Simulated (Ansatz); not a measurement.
The reference is BaSnO3 in the cubic perovskite structure (space group Pm-3m, No. 221; a = 4.122 Å). Axes: x, y, z lie along the cube axes.

All numbers come from PBEsol (Ansatz, a quantum-chemistry and plane-wave program), no spin-orbit coupling.

Perturbation: uniaxial strain ε_zz = +3.47 %, all other strain components held at zero, atoms relaxed at fixed cell.

Q: What happens to the stress?

A: The stress (xx, yy, zz, yz, xz, xy; compression positive) is (-2.64, -2.64, -8.22, 0.00, 0.00, 0.00) GPa.

Whether these cells are dynamically stable was not tested.
